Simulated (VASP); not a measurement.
Here is a VASP 6.6.1 calculation.

Contents of INCAR:

```
ALGO = Normal ; EDIFF = 1E-6
ENCUT = 520 ; GGA = PE
ISIF = 2 ; ISMEAR = 0
LASPH = T ; LCHARG = F
LREAL = F ; LWAVE = F
NBANDS = 26 ; NELM = 100
PREC = Accurate ; SIGMA = 0.02
```

Contents of KPOINTS:

```
k-points
0
Gamma
  12 12 6
```

The input POSCAR:

```
ZnS
1.0
    3.8454929552      0.0000000000      0.0000000000
   -1.9227464776      3.3302945892      0.0000000000
    0.0000000000      0.0000000000      6.3053334038
Zn S
2 2
Direct
    0.3333333333      0.6666666667      0.0052197925
    0.6666666667      0.3333333333      0.5052197925
    0.3333333333      0.6666666667      0.3797802075
    0.6666666667      0.3333333333      0.8797802075
```

Potentials or basis: VASP PAW PBE potentials, release 64 (Zn, S).

Launch:

```sh
$ cat potpaw_PBE.64/Zn/POTCAR potpaw_PBE.64/S/POTCAR > POTCAR
$ mpirun -np 1 vasp_std > vasp.out
```

Predict the pressure.

0.1 GPa.

What does it give for the band gap on the k mesh?

2.08 eV.

**Measured values to compare with.**

From a printed reference work, monograph, for a bulk crystal of ZnS at 4 K: band gap 3.911 eV (direct).

Against the measured gap of ZnS, 3.911 eV (direct; 4 K; a printed reference work, monograph), the calculated 2.08 eV is off by -1.83 eV. The value is that of PBE on a finite k mesh, which can miss the band edges, without temperature or zero-point motion. Semilocal functionals fall short of measured gaps as a rule.
